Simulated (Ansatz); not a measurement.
The system is V.

```xyz
1
Lattice="0.0000 1.8950 1.8950 1.8950 0.0000 1.8950 1.8950 1.8950 0.0000" Properties=species:S:1:pos:R:3 pbc="T T T"
V     0.0000    0.0000    0.0000
```

This isn't the form of V at room conditions, which is bcc.

Program: Ansatz 0.2.0. Alike in all runs: cell as given; k mesh 12 × 12 × 12.

**Question.** Order these runs on this cell by their pressure, lowest first.
A. level PBE; potentials or basis Ansatz PAW; spin collinear, ferromagnetic start; cutoff (eV) 420; smearing fermi-dirac 0.05 eV
B. level r2SCAN+rVV10+U; potentials or basis Ansatz PAW earlier set; spin collinear, ferromagnetic start; U V d U = 5.3 eV; cutoff (eV) 840; smearing fermi-dirac 0.1 eV; hubbard projectors atomic; points for each segment of the path 14; double counting fll (the default); other keys scf.mixing.preconditioner = ldos; accuracy = medium
C. level r2SCAN+rVV10+U; potentials or basis Ansatz PAW earlier set; spin collinear, ferromagnetic start; U V d U = 5 eV; cutoff (eV) 840; smearing tetrahedron; hubbard projectors atomic; double counting fll (the default)
D. level revPBE+D3(BJ)-ATM; potentials or basis PseudoDojo stringent (PBE files); spin collinear, program default start; cutoff (eV) 1143; smearing fermi-dirac 0.15 eV

**Answer.** D (-6.1 GPa), A (3.8 GPa), C (67.0 GPa), B (76.9 GPa).

Caveats: pairwise dispersion overbinds metals, which lowers pressure and volume (some runs); the magnetic or orbital state may not be the lowest (some runs); a pressure of tens of GPa on the cell as given is suspect, and the run, the potentials or the cell itself is likely at fault (some runs); the PAW data sets come from PBE, with cores solved anew for the run's functional, which leaves a small shift of forces and pressure (some runs); the U is typed as a test and isn't derived for this compound (some runs); the starting moments weren't kept (some runs); with tetrahedron occupations forces and stress needn't match the slope of the energy (some runs).
